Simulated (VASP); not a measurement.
# C in VASP: further runs

One slab, C, is run at these levels: LDA; tasks: single point.

Everything below comes from runs of VASP 6.6.1. Logs are shortened: lines on timing, memory, paths and dates and some standing lists are left out, and cuts for length are marked.

**1. The cell of the first run**

The cell holds a slab with vacuum, 2 atoms: a = 2.419 Å, b = 2.419 Å, c = 8.268 Å, α = 90.00°, β = 90.00°, γ = 120.00°.

The slab is cut from a database's or a generator's crystal, which needn't be the stable form of the element.

**2. Single point, LDA (strain -0.015 along x and y, -0.030 along z, atoms carried along)**

Contents of INCAR:

```
PREC     = Accurate       # precision mode
ENCUT    = 520            # plane-wave cutoff, eV
EDIFF    = 1E-6           # SCF threshold, eV
ISMEAR   = 0              # smearing method
SIGMA    = 0.15           # smearing width, eV
LREAL    = F              # projectors in reciprocal space
LASPH    = T              # aspherical terms in the spheres
NELM     = 100            # most SCF steps
ALGO     = Normal         # electronic algorithm
ISIF     = 2              # what is computed and relaxed
LWAVE    = F              # write WAVECAR
LCHARG   = F              # write CHGCAR
NBANDS   = 11             # bands
```

Contents of KPOINTS:

```
regular mesh
0
Gamma
  24 24 6
```

Contents of POSCAR:

```
C
1.0
    2.4193276098      0.0000000000      0.0000000000
   -1.2096638049      2.0951991701      0.0000000000
    0.0000000000      0.0000000000      8.2680892592
C
2
Direct
    0.3333333333      0.6666666667      0.0000000000
    0.6666666667      0.3333333333      0.0000000000
```

Potentials or basis: VASP PAW LDA potentials, release 64 (C).

Run with:

```console
cat potpaw_LDA.64/C/POTCAR > POTCAR
mpirun -np 1 vasp_std > vasp.out
```

OUTCAR:

```text
PREC = Accurate
   ENCUT = 520
   EDIFF = 1E-6
   ISMEAR = 0
   LREAL = F
   LASPH = T
   NELM = 100
   ISIF = 2

 ion  position               nearest neighbor table
   1  0.333  0.667  0.000-   2 1.40   2 1.40   2 1.40
   2  0.667  0.333  0.000-   1 1.40   1 1.40   1 1.40

  LATTYP: Found a hexagonal cell.
 ALAT       =     2.4193276098
 C/A-ratio  =     3.4175153566

  Lattice vectors:

 A1 = (   2.4193276098,   0.0000000000,   0.0000000000)
 A2 = (  -1.2096638049,   2.0951991701,   0.0000000000)
 A3 = (   0.0000000000,   0.0000000000,   8.2680892592)

Analysis of symmetry for initial positions (statically):
=====================================================================
 Subroutine PRICEL returns:
 Original cell was already a primitive cell.

 Routine SETGRP: Setting up the symmetry group for a
 hexagonal supercell.

 Subroutine GETGRP returns: Found 24 space group operations
 (whereof 24 operations were pure point group operations)
 out of a pool of 24 trial point group operations.

The static configuration has the point symmetry D_6h.

Analysis of symmetry for dynamics (positions and initial velocities):
=====================================================================
 Subroutine PRICEL returns:
 Original cell was already a primitive cell.

 Routine SETGRP: Setting up the symmetry group for a
 hexagonal supercell.

 Subroutine GETGRP returns: Found 24 space group operations
 (whereof 24 operations were pure point group operations)
 out of a pool of 24 trial point group operations.

The dynamic configuration has the point symmetry D_6h.

 Subroutine INISYM returns: Found 24 space group operations
 (whereof 24 operations are pure point group operations),
 and found     1 'primitive' translations

----------------------------------------------------------------------------------------

                                     Primitive cell

  volume of cell :      41.9107

  direct lattice vectors                    reciprocal lattice vectors
     2.419327610  0.000000000  0.000000000     0.413337985  0.238640797  0.000000000
    -1.209663805  2.095199170  0.000000000     0.000000000  0.477281594  0.000000000
     0.000000000  0.000000000  8.268089259     0.000000000  0.000000000  0.120946928

  length of vectors
     2.419327610  2.419327610  8.268089259     0.477281594  0.477281594  0.120946928

  position of ions in fractional coordinates (direct lattice)
     0.333333333  0.666666667  0.000000000
     0.666666667  0.333333333  0.000000000

  ion indices of the primitive-cell ions
   primitive index   ion index
                 1           1
                 2           2

----------------------------------------------------------------------------------------

 KPOINTS: regular mesh

Automatic generation of k-mesh.
 Grid dimensions read from file:
 generate k-points for:   24   24    6

 Generating k-lattice:

  Cartesian coordinates                     Fractional coordinates (reciprocal lattice)
     0.017222416  0.009943367  0.000000000     0.041666667  0.000000000  0.000000000
     0.000000000  0.019886733  0.000000000     0.000000000  0.041666667  0.000000000
     0.000000000  0.000000000  0.020157821     0.000000000  0.000000000  0.166666667

  Length of vectors
     0.019886733  0.019886733  0.020157821

  Shift w.r.t. Gamma in fractional coordinates (k-lattice)
     0.000000000  0.000000000  0.000000000

 Subroutine IBZKPT returns following result:
 ===========================================

 Found    244 irreducible k-points:

 Following reciprocal coordinates:
            Coordinates               Weight
  0.000000  0.000000  0.000000      1.000000
  0.041667  0.000000  0.000000      6.000000
  0.083333 -0.000000  0.000000      6.000000
  0.125000  0.000000  0.000000      6.000000
  0.166667  0.000000  0.000000      6.000000
  0.208333 -0.000000  0.000000      6.000000
[... 16 lines left out ...]
  0.416667  0.041667  0.000000     12.000000
  0.458333  0.041667  0.000000     12.000000
 [... further k-points ...]
   k-points           NKPTS =    244   k-points in BZ     NKDIM =    244   number of bands    NBANDS=     11
   number of dos      NEDOS =    301   number of ions     NIONS =      2
   total plane-waves  NPLWV =  20736
   dimension x,y,z NGX =    18 NGY =   18 NGZ =   64
   dimension x,y,z NGXF=    36 NGYF=   36 NGZF=  128
   ions per type =               2
   NGX,Y,Z   is equivalent  to a cutoff of  12.37, 12.37, 12.87 a.u.
   NGXF,Y,Z  is equivalent  to a cutoff of  24.74, 24.74, 25.74 a.u.
 SYSTEM =  unknown system
   PREC   = accura    normal or accurate (medium, high low for compatibility)
   ISTART =      0    job   : 0-new  1-cont  2-samecut
   ICHARG =      2    charge: 1-file 2-atom 10-const
   ISPIN  =      1    spin polarized calculation?
   LNONCOLLINEAR =      F non collinear calculations
   LSORBIT =      F    spin-orbit coupling
   LASPH  =      T    aspherical Exc in radial PAW
   ENCUT  =  520.0 eV  38.22 Ry    6.18 a.u.   4.50  4.50 15.37*2*pi/ulx,y,z
   NELM   =    100;   NELMIN=  2; NELMDL= -5     # of ELM steps
   EDIFF  = 0.1E-05   stopping-criterion for ELM
   LREAL  =      F    real-space projection
   EDIFFG = 0.1E-04   stopping-criterion for IOM
   NSW    =      0    number of steps for IOM
   IBRION =     -1    ionic relax: 0-MD 1-quasi-New 2-CG
   NFREE  =      0    steps in history (QN), initial steepest desc. (CG)
   ISIF   =      2    stress and relaxation
   ISYM   =      2    0-nonsym 1-usesym 2-fastsym
   POTIM  = 0.5000    time-step for ionic-motion
   TEBEG  =    0.0;   TEEND  =   0.0 temperature during run
   PSTRESS=    0.0 pullay stress
   NELECT =       8.0000    total number of electrons
   NUPDOWN=      -1.0000    fix difference up-down
   EMIN   =  10.00;   EMAX   =-10.00  energy-range for DOS
   EFERMI =   0.00;   METHOD = LEGACY
   ISMEAR =     0;   SIGMA  =   0.15  broadening in eV -4-tet -1-fermi 0-gaus
   EFERMI_NEDOS =   21; number of points for ismear=-14 and -15
   IALGO  =     38    algorithm
   IMIX   =      4    mixing-type and parameters
     AMIX     =   0.40;   BMIX     =  1.00
     AMIX_MAG =   1.60;   BMIX_MAG =  1.00
  volume/ion in A,a.u.               =      20.96       141.41
  Fermi-wavevector in a.u.,A,eV,Ry     =   0.942605  1.781265 12.088835  0.888504
  Thomas-Fermi vector in A             =   2.070231
   LORBIT       =      0    0 simple, 1 ext, 2 COOP (PROOUT), +10 PAW based schemes
   GGA     = CA    functional components
   LHFCALC =     F    Hartree Fock is set to
   AEXX    =    0.0000 exact exchange contribution
   IVDW    =     0    specifies the selected vdW correction
   LEPSILON=     F    determine dielectric tensor
   LRPA    =     F    only Hartree local field effects (RPA)
 non-spin polarized calculation
 Gauss-broadening in eV      SIGMA  =   0.15
  energy-cutoff  :      520.00
  volume of cell :       41.91
 maximum number of plane-waves:      1156
 NGX is ok and might be reduce to    18
   NGX =  9   NGY =  9   NGZ = 31

 number of electron       8.0000000 magnetization

 Free energy of the ion-electron system (eV)
  ---------------------------------------------------
  ext. energy  EPLUGINS =         0.00000000
  ---------------------------------------------------
  free energy    TOTEN  =       -20.15683971 eV

  energy without entropy =      -20.15625202  energy(sigma->0) =      -20.15654586

 E-fermi :  -0.5894     XC(G=0):  -5.2961

 val. band max:       -0.5894083186   @ k =   0.3333   0.3333   0.3333
 cond. band min:      -0.5893560665   @ k =   0.3333   0.3333   0.1667
 fundamental gap:      0.0000522522
 Fermi energy:        -0.5893809964

 k-point     1 :       0.0000    0.0000    0.0000
  band No.  band energies     occupation
      1     -20.3478      2.00000
      2      -8.6220      2.00000
      3      -3.6024      2.00000
      4      -3.6024      2.00000
      5       2.3711      0.00000
      6       4.8919      0.00000
      7       6.6102      0.00000
      8       8.0511      0.00000
      9       8.0511      0.00000
     10      11.4397      0.00000
     11      13.5231      0.00000

 k-point     2 :       0.0417    0.0000    0.0000
  band No.  band energies     occupation
      1     -20.3057      2.00000
      2      -8.5706      2.00000
      3      -3.7708      2.00000
      4      -3.6970      2.00000
      5       2.4287      0.00000
      6       4.9483      0.00000
      7       6.6641      0.00000
      8       8.0806      0.00000
      9       8.2392      0.00000
     10      11.2865      0.00000
     11      13.5836      0.00000

 k-point     3 :       0.0833   -0.0000    0.0000
  band No.  band energies     occupation
      1     -20.1793      2.00000
      2      -8.4165      2.00000
      3      -4.2516      2.00000
      4      -3.9609      2.00000
      5       2.6016      0.00000
      6       5.1171      0.00000
      7       6.8258      0.00000
      8       8.1465      0.00000
      9       8.7825      0.00000
     10      10.8422      0.00000
     11      13.7733      0.00000

 k-point     4 :       0.1250    0.0000    0.0000
  band No.  band energies     occupation
      1     -19.9691      2.00000
      2      -8.1608      2.00000
      3      -4.9846      2.00000
      4      -4.3459      2.00000
      5       2.8899      0.00000
      6       5.3976      0.00000
      7       7.0940      0.00000
      8       8.2028      0.00000
      9       9.6290      0.00000
     10      10.1438      0.00000
     11      14.1033      0.00000

 k-point     5 :       0.1667    0.0000    0.0000
  band No.  band energies     occupation
      1     -19.6756      2.00000
      2      -7.8051      2.00000
      3      -5.8985      2.00000
      4      -4.7971      2.00000
      5       3.2934      0.00000
      6       5.7873      0.00000
      7       7.4572      0.00000
      8       8.2257      0.00000
      9       9.2415      0.00000
     10      10.7167      0.00000
     11      14.5627      0.00000
[... 211 lines left out ...]
 k-point    21 :       0.3333    0.0417    0.0000
  band No.  band energies     occupation
      1     -17.3239      2.00000
      2     -10.8093      2.00000
      3      -6.7791      2.00000
      4      -5.0623      2.00000
      5       3.8901      0.00000
      6       6.5608      0.00000
      7       7.8428      0.00000
      8       8.9662      0.00000
      9      10.7425      0.00000
     10      15.1321      0.00000
     11      15.6697      0.00000

 k-point    22 :       0.3750    0.0417    0.0000
  band No.  band energies     occupation
      1     -16.5993      2.00000
      2     -11.8884      2.00000
      3      -7.0281      2.00000
      4      -4.2995      2.00000
      5       2.7495      0.00000
      6       7.5227      0.00000
      7       7.8130      0.00000
      8       9.9218      0.00000
      9      11.7327      0.00000
     10      14.0577      0.00000
     11      15.1827      0.00000

 k-point    23 :       0.4167    0.0417    0.0000
  band No.  band energies     occupation
      1     -15.8118      2.00000
      2     -12.9175      2.00000
      3      -7.1969      2.00000
      4      -3.5826      2.00000
      5       1.7705      0.00000
      6       7.6505      0.00000
      7       8.7500      0.00000
      8      10.9463      0.00000
      9      12.6807      0.00000
     10      12.8280      0.00000
     11      14.3412      0.00000

 k-point    24 :       0.4583    0.0417    0.0000
  band No.  band energies     occupation
      1     -15.0125      2.00000
      2     -13.8392      2.00000
      3      -7.2822      2.00000
      4      -3.0903      2.00000
      5       1.1441      0.00000
      6       7.6218      0.00000
      7       9.9760      0.00000
      8      11.3007      0.00000
      9      11.9565      0.00000
     10      13.3772      0.00000
     11      13.9994      0.00000

 [... further k-points ...]

------------------------ aborting loop because EDIFF is reached ----------------------------------------

  FORCE on cell =-STRESS in cart. coord.  units (eV):
  Direction    XX          YY          ZZ          XY          YZ          ZX
  --------------------------------------------------------------------------------------
  -------------------------------------------------------------------------------------
  Total        1.6381122      1.6381122     -0.0144566     -0.0000000      0.0000000     -0.0000000
  in kB       62.6223097     62.6223097     -0.5526530     -0.0000000      0.0000000     -0.0000000
  external PRESSURE =      41.5639888 kB  Pullay stress =       0.0000000 kB

 VOLUME and BASIS-vectors are now :
 -----------------------------------------------------------------------------
  energy-cutoff  :      520.00
  volume of cell :       41.91
      direct lattice vectors                 reciprocal lattice vectors
     2.419327610  0.000000000  0.000000000     0.413337985  0.238640797  0.000000000
    -1.209663805  2.095199170  0.000000000     0.000000000  0.477281594  0.000000000
     0.000000000  0.000000000  8.268089259     0.000000000  0.000000000  0.120946928

 POSITION                                       TOTAL-FORCE (eV/Angst)
 -----------------------------------------------------------------------------------
     -0.00000      1.39680      0.00000         0.000000     -0.000000     -0.000000
      1.20966      0.69840      0.00000        -0.000000      0.000000      0.000000
 -----------------------------------------------------------------------------------
    total drift:                                0.000000     -0.000000      0.000000

  FREE ENERGIE OF THE ION-ELECTRON SYSTEM (eV)
  ---------------------------------------------------
  free  energy   TOTEN  =       -20.1568397135 eV

  energy  without entropy=      -20.1562520161  energy(sigma->0) =      -20.15654586
```

It took 40 s on 1 thread of Intel Xeon 6975P-C (Granite Rapids), shared host; peak memory 0.2 GiB.

What came out:

- Free energy: -20.1568 eV
- Band gap on the k mesh: none (metal or under the smearing width)

Levels at points of the mesh, in eV from the Fermi level:
```csv
k point,band 1,band 2,band 3,band 4,band 5,band 6,band 7,band 8
"(0.00, 0.00, 0.00)",-19.76,-8.03,-3.01,-3.01,2.96,5.48,7.20,8.64
"(0.50, 0.00, 0.00)",-14.22,-13.52,-6.57,-2.47,1.65,8.02,11.14,11.22
"(0.00, 0.00, 0.50)",-19.76,-8.03,-3.01,-3.01,3.65,3.92,8.64,8.64
"(0.50, 0.00, 0.50)",-14.22,-13.52,-6.57,-2.47,1.65,8.02,11.63,11.73
```

**3. Single point, LDA (strain +0.015 along x and y, -0.030 along z, atoms carried along)**

Contents of INCAR:

```
SYSTEM = C
PREC     = Accurate       ! precision mode
ENCUT    = 520            ! plane-wave cutoff, eV
EDIFF    = 1E-6           ! SCF threshold, eV
ISMEAR   = 0              ! smearing method
SIGMA    = 0.15           ! smearing width, eV
LREAL    = .FALSE.        ! projectors in reciprocal space
LASPH    = .TRUE.         ! aspherical terms in the spheres
NELM     = 100            ! most SCF steps
ALGO     = Normal         ! electronic algorithm
ISIF     = 2              ! what is computed and relaxed
LWAVE    = .FALSE.        ! write WAVECAR
LCHARG   = .TRUE.         ! write CHGCAR
GGA      = CA             ! functional
LELF     = .TRUE.         ! ELF
LVHAR    = .TRUE.       
NBANDS   = 11             ! bands
```

Contents of KPOINTS:

```
regular mesh
0
G
  24 24 6
  0 0 0
```

Contents of POSCAR:

```
C
1.0
    2.4930127146      0.0000000000      0.0000000000
   -1.2465063573      2.1590123428      0.0000000000
    0.0000000000      0.0000000000      8.2680892592
C
2
Direct
    0.3333333333      0.6666666667      0.0000000000
    0.6666666667      0.3333333333      0.0000000000
```

Potentials or basis: VASP PAW LDA potentials, release 64 (C).

Run with:

```console
cat potpaw_LDA.64/C/POTCAR > POTCAR
mpirun -np 1 vasp_std > vasp.out
```

Run time: 49 s. Hardware: 1 thread of Intel Xeon 6975P-C (Granite Rapids), shared host; peak memory 0.21 GiB.

The run converged. Its results:

```
Free energy            : -20.1296 eV
Band gap on the k mesh : none (metal or under the smearing width)
```

Levels at points of the mesh, in eV from the Fermi level:
```tsv
k point	band 1	band 2	band 3	band 4	band 5	band 6	band 7	band 8	band 9
(0.00, 0.00, 0.00)	-19.04	-7.42	-3.05	-3.05	3.23	5.75	7.49	8.04	8.04
(0.50, 0.00, 0.00)	-13.92	-12.94	-6.32	-2.29	1.61	7.12	10.92	11.01	12.52
(0.00, 0.00, 0.50)	-19.04	-7.42	-3.05	-3.05	3.95	4.17	8.04	8.04	9.58
(0.50, 0.00, 0.50)	-13.92	-12.94	-6.32	-2.29	1.61	7.12	11.42	11.54	11.72
```
